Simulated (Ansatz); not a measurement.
AlNi3 at several levels of theory

One geometry, relaxed with PBE, and single points on it; plane waves with PAW potentials in Ansatz, scalar-relativistic unless the row names spin-orbit coupling. Collinear spin, which adds to the cost, in r2SCAN; no spin polarisation in PBE, LDA. Meshes are on the primitive cell of 4 atoms. Gaps are the least over mesh and band path; pressure is positive in compression. Smearing is Gaussian, 0.10 eV.

```cif
data_structure
_symmetry_space_group_name_H-M 'Fm-3m'
_symmetry_Int_Tables_number 225
_cell_length_a 5.6723
_cell_length_b 5.6723
_cell_length_c 5.6723
_cell_angle_alpha 90.000
_cell_angle_beta 90.000
_cell_angle_gamma 90.000
_cell_volume 182.51
loop_
_atom_site_label
_atom_site_type_symbol
_atom_site_symmetry_multiplicity
_atom_site_Wyckoff_symbol
_atom_site_fract_x
_atom_site_fract_y
_atom_site_fract_z
_atom_site_occupancy
Al1 Al 4 b 0.50000 0.00000 0.00000 1
Ni1 Ni 8 c 0.25000 0.75000 0.75000 1
Ni2 Ni 4 a 0.00000 0.00000 0.00000 1
```

| level | cutoff (eV) | k mesh | gap (eV) | pressure (GPa) | largest moment (μB) | rough cost with bands (core-min) |
| --- | --- | --- | --- | --- | --- | --- |
| PBE | 420 | 14×14×14 | 0 | 0.0 | 0.00 | 0.5 |

**Question.** What do r2SCAN, LDA give on the same cell?

**Answer.**
```json
{"level": "r2SCAN", "cutoff (eV)": "500", "k mesh": "14×14×14", "gap (eV)": "0", "pressure (GPa)": "-6.7", "largest moment (μB)": "0.08", "rough cost with bands (core-min)": "2.7"}
{"level": "LDA", "cutoff (eV)": "420", "k mesh": "14×14×14", "gap (eV)": "0", "pressure (GPa)": "-13.5", "largest moment (μB)": "0.00", "rough cost with bands (core-min)": "0.5"}
```

The state reached may not be the lowest one.